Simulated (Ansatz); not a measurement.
Input and command of a plane-wave DFT calculation in Ansatz:

```yaml
crystal:
  lattice:
    - [0.0, 0.0, 5.0742922929]
    - [-3.0919365161, 5.3553911397, 0.0]
    - [-3.0919365161, -5.3553911397, 0.0]
  atoms:
    - { symbol: Si, position: [0.4872570901, 0.1666666667, 0.3333333333] }
    - { symbol: Si, position: [0.4899838965, 0.6676558565, 0.335311713] }
    - { symbol: Si, position: [0.4899838965, 0.164688287, 0.8323441435] }
    - { symbol: Si, position: [0.4899838965, 0.6676558565, 0.8323441435] }
    - { symbol: Si, position: [1.0062985286, 0.8187649106, 0.1593824553] }
    - { symbol: Si, position: [1.0062985286, 0.3406175447, 0.1593824553] }
    - { symbol: Si, position: [0.9933887022, 0.8333333333, 0.6666666667] }
    - { symbol: Si, position: [1.0062985286, 0.3406175447, 0.6812350894] }
    - { symbol: C, position: [0.8748372872, 0.6686933603, 0.3373867207] }
    - { symbol: C, position: [0.8748372872, 0.1626132793, 0.8313066397] }
    - { symbol: C, position: [0.8748372872, 0.6686933603, 0.8313066397] }
    - { symbol: C, position: [0.3848631082, 0.8355574334, 0.1677787167] }
    - { symbol: C, position: [0.3848631082, 0.3322212833, 0.1677787167] }
    - { symbol: C, position: [0.3759874532, 0.8333333333, 0.6666666667] }
    - { symbol: C, position: [0.3848631082, 0.3322212833, 0.6644425666] }
  host:
    lattice:
      - [3.0919365161, 0.0, 0.0]
      - [-1.545968258, 2.6776955698, 0.0]
      - [0.0, 0.0, 5.0742922929]
    atoms:
      - { symbol: Si, position: [0.3333333333, 0.6666666667, 0.4995817072] }
      - { symbol: Si, position: [0.6666666667, 0.3333333333, 0.9995817072] }
      - { symbol: C, position: [0.3333333333, 0.6666666667, 0.8754182928] }
      - { symbol: C, position: [0.6666666667, 0.3333333333, 0.3754182928] }
total_charge: 2
basis:
  ecutwfc: 420
  xc_grid: 2
kpoints:
  mp_grid: { grid: [1, 1, 1], shift: [0.0, 0.0, 0.0] }
hamiltonian:
  xc: pbe
scf:
  occupations: { method: gaussian, width: 0.01 }
output:
  forces: true
  stress: false
  eigenvalues: true
  charged_corrections:
    defect_position: [0.87541829, 0.16666667, 0.33333333]
    epsilon: [[10.2148, 0.0, 0.0], [0.0, 10.2148, 0.0], [0.0, 0.0, 11.3838]]
relax:
  adjacent_minimum: "off"
  f_tol: 0.025
  max_steps: 45
```

```bash
ansatz run input.yaml --threads 4 --pin off --max-ram 8192MiB --backend cpu --events-out ev --progress --plain --runs-dir out
```

Processor: Arm Neoverse V1, 4 threads, on a host shared with other jobs.

Question: Estimate time, memory and problem size.

Answer: About 2 s on 4 threads of Arm Neoverse V1, with other jobs on the host, peak memory 0.32 GiB. It solves 44 bands at 1 k points (the mesh reduced by the symmetry that the task leaves, which can be less than the crystal's) with about 3299 plane waves, in 24 SCF iterations over 5 ionic steps.
